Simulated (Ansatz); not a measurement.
# TaN (P-6m2), clamped-ion strain scan

Level of theory: DFT PBE, scalar-relativistic, plane waves, PAW in Ansatz 0.2.0. Settings: plane waves to 420 eV, k-mesh 18×18×16 (Γ-centred), Fermi–Dirac smearing 0.02 eV. Spin–orbit coupling is left out, which can shift energies with elements as heavy as these. No spin polarisation. Energies are free energies at this smearing, counted from the undisturbed cell; pressure is positive in compression.

The undisturbed cell (as given, not relaxed at this level; it stands at 4.7 GPa; this form isn't the usual structure):

```yaml
crystal:
  lattice:
    - [2.93800, 0.00000, 0.00000]
    - [-1.46900, 2.54438, 0.00000]
    - [0.00000, 0.00000, 2.88300]
  atoms:
    - { symbol: Ta, position: [0.33333, 0.66667, 0.50000] }
    - { symbol: N, position: [0.00000, 0.00000, 0.00000] }
```

The cell is strained by ε times the Voigt pattern (0, 1, 0, 0, 0, 0) (xx, yy, zz, yz, xz, xy; engineering shear) with fractional coordinates fixed. The cell is metallic on the mesh throughout.

```tsv
ε	ΔE (meV/atom)	stress summed along the pattern (GPa, tension positive)	pressure (GPa)
-0.0600	109.5	-52.94	29.9
-0.0450	?	?	22.7
-0.0300	30.1	-26.39	16.1
-0.0150	9.5	-14.75	10.1
0.0000	0.0	-4.30	4.7
0.0150	0.5	5.17	-0.2
0.0300	10.2	13.85	-4.7
0.0450	28.3	21.95	-8.7
0.0525	?	?	-10.5
0.0600	?	29.30	?
```

Q: Give the withheld values.

A: ΔE (meV/atom) at ε = -0.0450: 63.1; stress summed along the pattern (GPa, tension positive) at ε = -0.0450: -39.11; ΔE (meV/atom) at ε = 0.0525: 40.3; stress summed along the pattern (GPa, tension positive) at ε = 0.0525: 25.73; ΔE (meV/atom) at ε = 0.0600: 54.2; pressure (GPa) at ε = 0.0600: -12.3.

Cost: 10 runs of about 0.9 core-minutes in all, on AMD EPYC 9R45 (Zen 5) (shared hosts).